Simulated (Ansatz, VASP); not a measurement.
**PbSe in VASP and in Ansatz**

The input INCAR:

```
PREC = Accurate
ENCUT = 520
EDIFF = 1E-8
ISMEAR = -1
SIGMA = 0.01
LREAL = False
LASPH = True
NELM = 100
ALGO = Normal
ISIF = 2
LWAVE = False
LCHARG = False
GGA = PS
LEFG = True
NBANDS = 17
```

The input KPOINTS:

```
Automatic mesh
0
Gamma
  9 9 9
```

File POSCAR:

```
PbSe
1.0
    0.0000000000      3.0621500000      3.1540145000
    3.0621500000      0.0000000000      3.1540145000
    3.0621500000      3.0621500000      0.0000000000
Pb Se
1 1
Direct
    0.0000000000      0.0000000000      0.0000000000
    0.5000000000      0.5000000000      0.5000000000
```

Input for Ansatz:

```yaml
crystal:
  lattice:
    - [0.0, 3.06215, 3.1540145]
    - [3.06215, 0.0, 3.1540145]
    - [3.06215, 3.06215, 0.0]
  atoms:
    - { symbol: Pb, position: [0.0, 0.0, 0.0] }
    - { symbol: Se, position: [0.5, 0.5, 0.5] }
kpoints:
  mp_grid: { grid: [9, 9, 9] }
scf:
  occupations: { method: fermi_dirac, width: 0.01 }
hamiltonian:
  xc: pbesol
  pseudopotentials: { kind: all_electron, datasets: crystal }
output:
  forces: true
  stress: true
  eigenvalues: true
  efg: { contact_densities: true }
```

Change from the starting cell: zz strain of +3 %, crystal datasets.

Alike in both runs: task electric field gradients; functional PBEsol; k mesh 9 × 9 × 9; occupations fermi-dirac, width 0.01 eV; no spin polarisation.

|  | VASP | Ansatz |
| --- | --- | --- |
| version | VASP 6.6.1 | Ansatz 0.2.0 |
| potentials or method | VASP PAW PBE potentials, release 64 (Pb_d, Se) | all-electron PAW with datasets made for the crystal, scalar-relativistic |
| plane-wave cutoff (eV) | 520 | see its input |

|  | VASP | Ansatz | Ansatz less VASP |
| --- | --- | --- | --- |
| gap on the k mesh at the Fermi level (eV) | 0.67 | 0.67 | -0.002 |
| pressure (GPa) | -1.9 | -1.9 | +0.01 |
| largest component of the traceless stress (GPa) | 1.94 | 1.93 | -0.010 |
| Vzz of the field gradient on the site that differs most (V/Å²) | 86.8 | 94.2 | +7.42 |

Ansatz ran all-electron here, so the differences hold the error of VASP's frozen core and of both bases. Ansatz warned: «gradients_without_spin_orbit».

Caveats: the PAW data sets were made with another functional, which shifts forces and pressure a little (VASP); spin-orbit coupling is left out, which as a rule narrows the gap of such compounds by several tenths of an eV; an odd mesh through Γ misses points on the zone boundary, where band edges often lie.
